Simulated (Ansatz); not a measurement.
# Ti4Al: the cost of one run

Program: Ansatz 0.2.0. Level of theory: DFT PBE, scalar-relativistic, plane waves, PAW. These are calculated values, not measurements.

1 further run of the same task is left out (set aside as unsound or not needed).

## (1) The system as given

The structure is cubic, space group Im-3m (No. 229). Conventional cell: a = 5.889 Å, b = 5.889 Å, c = 5.889 Å, α = 90.00°, β = 90.00°, γ = 90.00°. Around Ti (site symmetry -3m) lie 2 Al at 2.55 Å. Al (site symmetry m-3m) is surrounded by 8 Ti at 2.55 Å.

As a file:

```cif
data_structure
_symmetry_space_group_name_H-M 'Im-3m'
_symmetry_Int_Tables_number 229
_cell_length_a 5.8890
_cell_length_b 5.8890
_cell_length_c 5.8890
_cell_angle_alpha 90.000
_cell_angle_beta 90.000
_cell_angle_gamma 90.000
_cell_volume 204.23
loop_
_atom_site_label
_atom_site_type_symbol
_atom_site_symmetry_multiplicity
_atom_site_Wyckoff_symbol
_atom_site_fract_x
_atom_site_fract_y
_atom_site_fract_z
_atom_site_occupancy
Ti1 Ti 8 c 0.25000 0.25000 0.75000 1
Al1 Al 2 a 0.00000 0.00000 0.00000 1
```

The cell was relaxed beforehand at this level, from a database cell with other species swapped in; it needn't be the stable form of this composition. At a tolerance of 0.05 Å it has space group Im-3m (No. 229); it has 20.42 Å³/atom, an uncorrected energy of +0.77 eV/atom over the elements.

## (2) Static run: bands, density of states and charges

The input, input.yaml:

```yaml
crystal:
  lattice:
    - [-2.9444936525, 2.9444936525, 2.9444936525]
    - [2.9444936525, -2.9444936525, 2.9444936525]
    - [2.9444936525, 2.9444936525, -2.9444936525]
  atoms:
    - { symbol: Ti, position: [0.0, 0.0, 0.5] }
    - { symbol: Ti, position: [0.0, 0.5, 0.0] }
    - { symbol: Ti, position: [0.5, 0.0, 0.0] }
    - { symbol: Ti, position: [0.5, 0.5, 0.5] }
    - { symbol: Al, position: [0.0, 0.0, 0.0] }
basis:
  ecutwfc: 420
kpoints:
  mp_grid: { grid: [10, 10, 10] }
  band_path:
    path:
      - [[0.0, 0.0, 0.0], [0.5, -0.5, 0.5], [0.0, 0.0, 0.5], [0.0, 0.0, 0.0], [0.25, 0.25, 0.25], [0.5, -0.5, 0.5]]
      - [[0.25, 0.25, 0.25], [0.0, 0.0, 0.5]]
    npoints: 14
hamiltonian:
  xc: pbe
scf:
  occupations: { method: gaussian, width: 0.1 }
  n_extra_bands: 12
output:
  forces: true
  stress: true
  eigenvalues: true
  populations: true
  dos: { projected: true, de: 0.02, nscf_kmesh: { grid: [12, 12, 12] } }
  bader: true
  write_density: true
  write_potential: true
  elf: true
  volumetric_format: npy
```

Run with:

```console
ansatz run input.yaml --threads 1 --pin off --max-ram 2048MiB --backend cpu --events-out ev --progress --plain --runs-dir out
```

Q: Estimate wall time and peak memory on 1 thread of Intel Xeon 6975P-C (Granite Rapids), shared host.

About 50 s, with a peak of 0.53 GiB.
